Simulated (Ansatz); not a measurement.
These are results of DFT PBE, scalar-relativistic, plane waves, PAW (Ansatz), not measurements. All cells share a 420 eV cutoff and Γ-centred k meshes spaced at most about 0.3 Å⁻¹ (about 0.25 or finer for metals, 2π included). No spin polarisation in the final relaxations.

These are static total energies at zero pressure. All come from trial cells, and lower structures may exist.

Question: Order these relaxed structures of Li by energy, lowest first, with the energy over the lowest of them.
A.

```cif
data_structure
_symmetry_space_group_name_H-M 'P-6m2'
_symmetry_Int_Tables_number 187
_cell_length_a 3.0056
_cell_length_b 3.0056
_cell_length_c 7.7930
_cell_angle_alpha 90.000
_cell_angle_beta 90.000
_cell_angle_gamma 120.000
_cell_volume 60.97
loop_
_atom_site_label
_atom_site_type_symbol
_atom_site_symmetry_multiplicity
_atom_site_Wyckoff_symbol
_atom_site_fract_x
_atom_site_fract_y
_atom_site_fract_z
_atom_site_occupancy
Li1 Li 2 i 0.66667 0.33333 0.67698 1
Li2 Li 1 a 0.00000 0.00000 0.00000 1
```

B.

```cif
data_structure
_symmetry_space_group_name_H-M 'R-3:H'
_symmetry_Int_Tables_number 148
_cell_length_a 5.8454
_cell_length_b 5.8454
_cell_length_c 14.4691
_cell_angle_alpha 90.000
_cell_angle_beta 90.000
_cell_angle_gamma 120.000
_cell_volume 428.16
loop_
_atom_site_label
_atom_site_type_symbol
_atom_site_symmetry_multiplicity
_atom_site_Wyckoff_symbol
_atom_site_fract_x
_atom_site_fract_y
_atom_site_fract_z
_atom_site_occupancy
Li1 Li 18 f 0.42826 0.41709 0.09104 1
Li2 Li 3 a 0.00000 0.00000 0.00000 1
```

Answer: A (0 meV/atom), B (36 meV/atom). Forms: A P-6m2; B R-3. Counting all near atoms (those within 1.25 times the shortest distance at each site; a slash parts the counts of unlike sites): A has Li 10/12; B has Li 6/9.

Cells relaxed within their symmetry can be saddle points. The part of the Crystallography Open Database at hand lists Li in space groups No. 166, 191, 194, 225, 229; no cell shown has one of them. Some types were kept out of the candidates beforehand, so the set may lack a known form.
